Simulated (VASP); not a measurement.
Input of a VASP 6.6.1 run:

File POSCAR:

```
PbSe
1.0
    0.0000000000      3.1088316875      3.1088316875
    3.1088316875      0.0000000000      3.1088316875
    3.1088316875      3.1088316875      0.0000000000
  Pb              Se
     1     1
Direct
     0.0000000000000000    0.0000000000000000    0.0000000000000000
     0.5000000000000000    0.5000000000000000    0.5000000000000000
```

The input INCAR.step1:

```
SYSTEM = PbSe
ALGO     = Normal         ! electronic algorithm
EDIFF    = 1E-8           ! SCF threshold, eV
EDIFFG   = -0.002         ! ionic threshold
ENCUT    = 600            ! plane-wave cutoff, eV
GGA      = PE             ! functional
IBRION   = 2              ! ionic algorithm
ISIF     = 3              ! what is computed and relaxed
ISMEAR   = 0              ! smearing method
LASPH    = .TRUE.         ! aspherical terms in the spheres
LCHARG   = .FALSE.        ! write CHGCAR
LREAL    = .FALSE.        ! projectors in reciprocal space
LWAVE    = .FALSE.        ! write WAVECAR
NELM     = 80             ! most SCF steps
NSW      = 40             ! ionic steps
PREC     = Accurate       ! precision mode
SIGMA    = 0.03           ! smearing width, eV
```

The input INCAR.step2:

```
SYSTEM = PbSe
ALGO     = Normal         ! electronic algorithm
EDIFF    = 1E-8           ! SCF threshold, eV
ENCUT    = 600            ! plane-wave cutoff, eV
GGA      = PE             ! functional
IBRION   = 6              ! ionic algorithm
ISIF     = 2              ! what is computed and relaxed
ISMEAR   = 0              ! smearing method
LASPH    = .TRUE.         ! aspherical terms in the spheres
LCHARG   = .FALSE.        ! write CHGCAR
LREAL    = .FALSE.        ! projectors in reciprocal space
LWAVE    = .FALSE.        ! write WAVECAR
NELM     = 80             ! most SCF steps
NFREE    = 2            
NSW      = 1              ! ionic steps
POTIM    = 0.015          ! step
PREC     = Accurate       ! precision mode
SIGMA    = 0.03           ! smearing width, eV
```

File KPOINTS:

```
k-points
0
G
  8 8 8
  0 0 0
```

Potentials or basis: VASP PAW PBE potentials, release 64 (Pb_d, Se).

Command:

```console
$ cat potpaw_PBE.64/Pb_d/POTCAR potpaw_PBE.64/Se/POTCAR > POTCAR
$ cp INCAR.step1 INCAR
$ mpirun -np 1 vasp_std > vasp.out
$ cp CONTCAR POSCAR
$ cp INCAR.step2 INCAR
$ mpirun -np 1 vasp_std > vasp.out
```

(1) Predict the highest phonon frequency at Γ, LO-TO splitting left out.

## Answers

(1) 27 cm⁻¹.
